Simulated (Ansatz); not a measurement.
# S (diamond type): how the settings move a single-point run

How sensitive is a single-point run of S (diamond type) to its settings? A reference run comes first, then one run with altered input.

Program: Ansatz 0.2.0. Level of theory: reference: DFT, PBEsol, all-electron LAPW, scalar-relativistic. These are calculated values, not measurements.

### 1 Starting point

Symmetry: Fd-3m, No. 227, cubic system. The conventional cell has a = 4.996 Å, b = 4.996 Å, c = 4.996 Å, α = 90.00°, β = 90.00°, γ = 90.00°. Around S (site symmetry -43m) lie 4 S at 2.16 Å.

Coordinates:

```cif
data_structure
_symmetry_space_group_name_H-M 'P 1'
_symmetry_Int_Tables_number 1
_cell_length_a 3.5328
_cell_length_b 3.5328
_cell_length_c 3.5328
_cell_angle_alpha 60.000
_cell_angle_beta 60.000
_cell_angle_gamma 60.000
_cell_volume 31.18
loop_
_atom_site_label
_atom_site_type_symbol
_atom_site_fract_x
_atom_site_fract_y
_atom_site_fract_z
_atom_site_occupancy
S1 S 0.87500 0.87500 0.87500 1
S2 S 0.12500 0.12500 0.12500 1
```

### 2 Reference

Contents of input.yaml:

```yaml
crystal:
  lattice:
    - [0.0, 2.4980432615, 2.4980432615]
    - [2.4980432615, 0.0, 2.4980432615]
    - [2.4980432615, 2.4980432615, 0.0]
  atoms:
    - { symbol: S, position: [-0.125, -0.125, -0.125] }
    - { symbol: S, position: [0.125, 0.125, 0.125] }
kpoints:
  mp_grid: { grid: [13, 13, 13] }
scf:
  occupations: { method: fermi_dirac, width: 0.05 }
hamiltonian:
  xc: pbesol
  pseudopotentials: { kind: all_electron, lapw: { basis_error: 0.001 } }
output:
  forces: true
  stress: true
  eigenvalues: true
  populations: true
```

On the command line:

```bash
ansatz run input.yaml --threads 1 --pin off --max-ram 2048MiB --backend cpu --events-out ev --progress --plain --runs-dir out
```

### 3 Changed: starting moments, xc pbe, spin_polarized true

Contents of input.yaml:

```yaml
crystal:
  lattice:
    - [0.0, 2.4980432615, 2.4980432615]
    - [2.4980432615, 0.0, 2.4980432615]
    - [2.4980432615, 2.4980432615, 0.0]
  atoms:
    - { symbol: S, position: [-0.125, -0.125, -0.125], spin: 0.2 }
    - { symbol: S, position: [0.125, 0.125, 0.125], spin: 0.2 }
kpoints:
  mp_grid: { grid: [13, 13, 13] }
scf:
  occupations: { method: fermi_dirac, width: 0.05 }
hamiltonian:
  xc: pbe
  pseudopotentials: { kind: all_electron, lapw: { basis_error: 0.001 } }
output:
  forces: true
  stress: true
  eigenvalues: true
  populations: true
magnetization:
  spin_polarized: true
```

Before running it: what results should come out? Wanted: for each run, ending; energy change; pressure; gap; force.

**Answer**, as computed:

| run | ending | energy change | pressure (GPa) | gap (eV) | force (eV/Å) | cycles | time |
| --- | --- | --- | --- | --- | --- | --- | --- |
| reference | converged | - | 34.4 | 0.00 | 0.00 | 7 | 10 s |
| 1: starting moments, xc pbe, spin_polarized true | converged | not comparable | 39.2 | 0.00 | 0.00 | 13 | 31 s |

Residual by cycle in the longest SCF loop of each run; runs are numbered as in the table. The quantity is the density residual dr2, in eV.

| cycle | reference | run 1 |
| --- | --- | --- |
| 1 | 0.0589 | 0.0778 |
| 2 | 0.0271 | 0.0514 |
| 3 | 0.00102 | 0.00346 |
| 4 | 1.0e-4 | 0.00127 |
| 5 | 1.6e-5 | 1.2e-4 |
| 6 | 1.4e-7 | 3.4e-5 |
| 8 | - | 2.7e-7 |
| 9 | - | 1.9e-7 |
| 10 | - | 1.9e-8 |
| 11 | - | 5.9e-10 |
| 12 | - | 8.9e-11 |
| 13 | - | 2.7e-11 |

A change of functional puts the total energy on another scale; the pressure goes from 34.4 to 39.2 GPa. The spin polarisation changed too. Cost: 13 SCF cycles against 7, 31 s against 10 s. Semilocal functionals close small gaps, so the missing gap need not be the real solid's. The structure is not at rest: the sound run finds 34 GPa, so these are no properties of the relaxed crystal. 
